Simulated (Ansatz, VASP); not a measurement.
## One calculation of Cu, two programs

```
Cu
1.0
     2.49985    0.00000    0.00000
    -1.24992    2.16493    0.00000
     0.00000    0.00000    4.05699
Cu
2
Direct
  0.66667 0.33333 0.75000
  0.33333 0.66667 0.25000
```

Change from the starting cell: volume scaled by 0.96.

Alike in both runs: task single point; functional LDA; k mesh 12 × 12 × 7; occupations fermi-dirac, width 0.05 eV; no spin polarisation.

|  | VASP | Ansatz |
| --- | --- | --- |
| version | VASP 6.6.1 | Ansatz 0.2.0 |
| potentials or method | VASP PAW LDA potentials, release 64 (Cu), cutoff 520 eV | all-electron LAPW, scalar-relativistic |

```tsv
	VASP	Ansatz	Ansatz less VASP
gap on the k mesh at the Fermi level (eV)	none	none	-
pressure (GPa)	-0.3	-1.2	-0.90
largest component of the traceless stress (GPa)	0.28	0.36	+0.073
```

A gap of «none» marks a metal or a gap that the smearing closes. Ansatz ran all-electron here, so the differences hold the error of VASP's frozen core and of both bases.
